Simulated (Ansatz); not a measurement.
Start from BaSnO₃ in the cubic perovskite structure (space group Pm-3m, No. 221; a = 4.122 Å). Axes: x, y, z lie along the cube axes.

It is then changed as follows: tensile biaxial strain of 1.43 % in the plane normal to [001], as in epitaxy on a mismatched substrate; the out-of-plane cell vector and the atoms relax.

Levels (all Ansatz, a program for electronic structure, PAW): PBEsol (420 eV, no spin-orbit coupling); r2SCAN (500 eV, no spin-orbit coupling).

The geometry is relaxed with PBEsol.

PBEsol pressure: -2.81 GPa
PBEsol lowest conduction level above the VBM at special points: Γ 0.60 eV; X 4.61 eV; Z 4.79 eV; A 5.05 eV
PBEsol smallest direct gap: 1.09 eV

Predict the pressure, lowest conduction level above the VBM at special points and smallest direct gap from r2SCAN.

The pressure increases by 0.854 GPa to -1.95 GPa; the lowest conduction level above the VBM at special points becomes Γ 1.39 eV; X 5.36 eV; Z 5.55 eV; A 5.86 eV (PBEsol: Γ 0.60 eV; X 4.61 eV; Z 4.79 eV; A 5.05 eV); the smallest direct gap grows by 0.77 eV, from 1.09 eV to 1.86 eV.

Single points use the geometry relaxed with PBEsol. Their cutoffs differ, which shifts pressures a little. Whether these cells are dynamically stable was not tested. k-point labels follow each cell's own Brillouin zone.
